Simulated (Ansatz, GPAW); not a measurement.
Given: the input of a run of Ansatz 0.2.0 on LiCl. 

input.yaml

```yaml
crystal:
  lattice:
    - [0.0, 2.56477, 2.56477]
    - [2.56477, 0.0, 2.56477]
    - [2.56477, 2.56477, 0.0]
  atoms:
    - { symbol: Cl, position: [0.5, 0.5, 0.5] }
    - { symbol: Li, position: [0.0, 0.0, 0.0] }
kpoints:
  mp_grid: { grid: [9, 9, 9] }
scf:
  occupations: { method: gaussian, width: 0.025 }
hamiltonian:
  xc: pbe
  pseudopotentials: { kind: all_electron, lapw: { basis_error: 0.001 } }
output:
  forces: true
  stress: true
  eigenvalues: true
```

Potentials or basis: all-electron LAPW, scalar-relativistic.

Launch:

```sh
$ ansatz run input.yaml --threads 1 --pin off --max-ram 3072MiB --backend cpu --events-out ev --progress --plain --runs-dir out
```

Task: Set up the same calculation for GPAW 26.7.0 (ASE script). Potentials or basis there: GPAW PAW data sets (gpaw-data 1.2.1), cutoff 800 eV.

Result: As run (cutoffs and basis follow the program's own potentials, and thresholds, step limits or extra output files can differ):

Contents of run.py:

```python
from ase.dft.bandgap import bandgap
from ase.io import read, write
from ase.units import GPa
from gpaw import GPAW, PW

atoms = read('POSCAR')

calc = GPAW(mode=PW(800),
            xc='PBE',
            kpts={'size': (9, 9, 9), 'gamma': True},
            occupations={'name': 'methfessel-paxton', 'order': 0, 'width': 0.025},
            nbands=11,
            convergence={'density': 1e-05, 'energy': 1e-05},
            maxiter=150,
            txt='gpaw.txt')
atoms.calc = calc
energy = atoms.get_potential_energy()
forces = atoms.get_forces()
stress = atoms.get_stress()
calc.write('gs.gpw')
write('result.traj', atoms)
print(f'Energy: {energy:.6f} eV')
print('Forces (eV/A):')
print(forces.round(4))
print('Stress (GPa):', (stress / GPa).round(3))
print('Fermi level:', round(calc.get_fermi_level(), 4), 'eV')
print(f'Gap: {bandgap(calc)[0]:.4f} eV, direct: {bandgap(calc, direct=True)[0]:.4f} eV')
```

File POSCAR:

```
LiCl
1.0
    0.0000000000      2.5647700000      2.5647700000
    2.5647700000      0.0000000000      2.5647700000
    2.5647700000      2.5647700000      0.0000000000
Cl Li
1 1
Direct
    0.5000000000      0.5000000000      0.5000000000
    0.0000000000      0.0000000000      0.0000000000
```

Potentials or basis: GPAW PAW data sets (gpaw-data 1.2.1), pw.

Command:

```bash
$ OMP_NUM_THREADS=1 python run.py
```

Both were run:

|  | Ansatz | GPAW |
| --- | --- | --- |
| Pressure | 0.4 GPa | 0.5 GPa |

Where Ansatz's input types no cutoff or centring, it takes its own default and a Γ-centred mesh.

Pressure is positive in compression.
